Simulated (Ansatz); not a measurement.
## CsI: computed DOS

```cif
data_structure
_symmetry_space_group_name_H-M 'Pm-3m'
_symmetry_Int_Tables_number 221
_cell_length_a 4.5667
_cell_length_b 4.5667
_cell_length_c 4.5667
_cell_angle_alpha 90.000
_cell_angle_beta 90.000
_cell_angle_gamma 90.000
_cell_volume 95.24
loop_
_atom_site_label
_atom_site_type_symbol
_atom_site_symmetry_multiplicity
_atom_site_Wyckoff_symbol
_atom_site_fract_x
_atom_site_fract_y
_atom_site_fract_z
_atom_site_occupancy
Cs1 Cs 1 a 0.00000 0.00000 0.00000 1
I1 I 1 b 0.50000 0.50000 0.50000 1
```

The runs use the primitive cell with vectors (4.567, 0.000, 0.000), (0.000, 4.567, 0.000), (0.000, 0.000, 4.567) Å, to which the k mesh refers.

It takes space group Pm-3m (No. 221, cubic). The conventional cell has a = 4.567 Å, b = 4.567 Å, c = 4.567 Å, α = 90.00°, β = 90.00°, γ = 90.00°. Cs (site symmetry m-3m) is surrounded by 8 I at 3.95 Å. I (site symmetry m-3m) has 8 Cs at 3.95 Å as nearest neighbours.

The cell is COD entry 9008790, as deposited and not checked against the literature; nothing was relaxed.

No spin–orbit coupling, which matters for the heavy atoms here.

Method: DFT, LDA, all-electron LAPW, scalar-relativistic (Ansatz 0.2.0).

Numerical set-up: a Γ-centred 7×7×7 k mesh, Fermi–Dirac smearing of 0.01 eV, basis error target 0.25 meV/atom, no spin polarisation.

Question: Which of the resolved shells contributes most in the top eV of the valence band?

Answer: I 5p, with 96 % of all states there; Cs 5p follows with 1 %.

Question: Tabulate the density of states.

Answer: States per eV and cell, averaged over 0.6 eV, from -11.2 to 5.4 eV, with energies (bin centres) from the valence-band top; empty bins are left out. The partial columns, the largest 4 alone, are projections on Löwdin-orthogonalised atomic shells (those that the program's projection atoms carry: the occupied ones and, for some elements, an empty d or f shell; other empty shells have no column), summed over atoms of an element. Weights on diffuse s and p shells depend on that basis and aren't pure angular character.
```tsv
E (eV)	total	Cs 5p	I 5p	I 5s	Cs 6s
-11.0	0.77	0.01	0.00	0.67	0.09
-10.4	2.56	0.03	0.00	2.46	0.07
-7.4	5.26	5.09	0.10	0.04	0.02
-6.8	4.74	4.68	0.03	0.02	0.02
-1.4	1.21	0.02	1.06	0.00	0.11
-0.8	4.79	0.09	4.46	0.01	0.16
-0.2	3.99	0.04	3.89	0.00	0.01
4.0	0.15	0.00	0.00	0.01	0.06
4.6	1.69	0.01	0.05	0.04	0.53
5.2	3.40	0.01	0.09	0.05	0.83
```
